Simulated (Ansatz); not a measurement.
The system is HfN.

```xyz
2
Lattice="2.8250 0.0000 0.0000 0.0000 2.8250 0.0000 0.0000 0.0000 2.8250" Properties=species:S:1:pos:R:3 pbc="T T T"
Hf    1.4125    1.4125    1.4125
N     0.0000    0.0000    0.0000
```

The cell was built by a generator and needn't be a form met in nature.

- Program: Ansatz 0.2.0
- Task: relaxation of cell and atoms
- Functional: r2SCAN
- Potentials or basis: Ansatz PAW
- Cutoff: 500 eV (not typed: the program's choice for these potentials)
- k mesh: 9 × 9 × 9
- Occupations: fermi-dirac, width 0.05 eV
- Spin: no spin polarisation

At the start: volume 11.27 Å³/atom.

Question: How do energy, volume and symmetry change on relaxing?

Answer: It ends after 5 steps and the volume is 11.03 Å³/atom (-2.1 %); space group Pm-3m (No. 221, to 0.05 Å).

The path:
| step | energy change (eV) | largest force (eV/Å) | volume (Å³) |
| --- | --- | --- | --- |
| 1 | 0.0000 | 0.0000 | 22.55 |
| 2 | -0.0047 | 0.0000 | 21.75 |
| 3 | -0.0082 | 0.0000 | 22.08 |
| 4 | -0.0082 | 0.0000 | 22.06 |
| 5 | -0.0081 | 0.0000 | 22.06 |

Final structure:
```
Hf N
1.0
     2.80476    0.00000    0.00000
     0.00000    2.80476    0.00000
     0.00000    0.00000    2.80476
Hf N
1 1
Cartesian
  1.4024 1.4024 1.4024
  0.0000 0.0000 0.0000
```

Caveat: the plane-wave basis is chosen anew once the cell has moved, so the energies of steps on either side of that aren't comparable; the PAW data sets come from PBE, with cores solved anew for the run's functional, which leaves a small shift of forces and pressure.
